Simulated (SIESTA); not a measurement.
Crystal: PtSe2 (Sudovikovite).

```
Pt Se
1.0
     3.72400    0.00000    0.00000
    -1.86200    3.22508    0.00000
     0.00000    0.00000    5.06200
Pt Se
1 2
Cartesian
  0.0000 0.0000 0.0000
  1.8620 1.0750 3.7965
  0.0000 2.1501 1.2655
```

| Quantity | Value |
| --- | --- |
| Program | SIESTA 5.4.2 |
| Task | single point |
| Functional | PBEsol |
| Potentials or basis | PseudoDojo 0.4 standard (PBEsol files) |
| Basis | DZP (energy shift 0.003 Ry; two zetas on semicore shells) |
| Grid cutoff | 800 Ry |
| Energy shift | 0.003 Ry |
| k mesh | 8 × 8 × 5 |
| Occupations | fermi-dirac, width 0.05 eV |
| Spin | no spin polarisation |

On this cell: pressure 6.5 GPa; largest force 0.936 eV/Å; band gap on the k mesh none (metal or under the smearing width).

The same run follows on a disturbed copy (atoms moved at random, drawn with an rms of 0.05 Å):

```xyz
3
Lattice="3.7240 0.0000 0.0000 -1.8620 3.2251 0.0000 0.0000 0.0000 5.0620" Properties=species:S:1:pos:R:3 pbc="T T T"
Pt    0.0001    0.0730    0.0334
Se    1.8049    1.0686    3.7459
Se    0.0179    2.1128    1.2468
```

Q: What changes?

A: The energy (extrapolated to zero smearing) moves by +42.5 meV/atom; pressure 6.4 GPa; largest force 2.383 eV/Å; band gap on the k mesh none (metal or under the smearing width).

Forces on the atoms (eV/Å):
```
Pt  -0.381 -1.959 -1.303
Se   0.539  0.616 -0.234
Se  -0.157  1.342  1.538
```

Stress tensor (GPa, compression positive):
```
 5.48  1.19 -2.25
 1.19  8.51  2.09
-2.25  2.09  5.35
```

Caveats: short orbitals over semicore shells can move pressures by several GPa; the basis of atomic orbitals isn't converged, which shifts pressures, moduli and gaps.
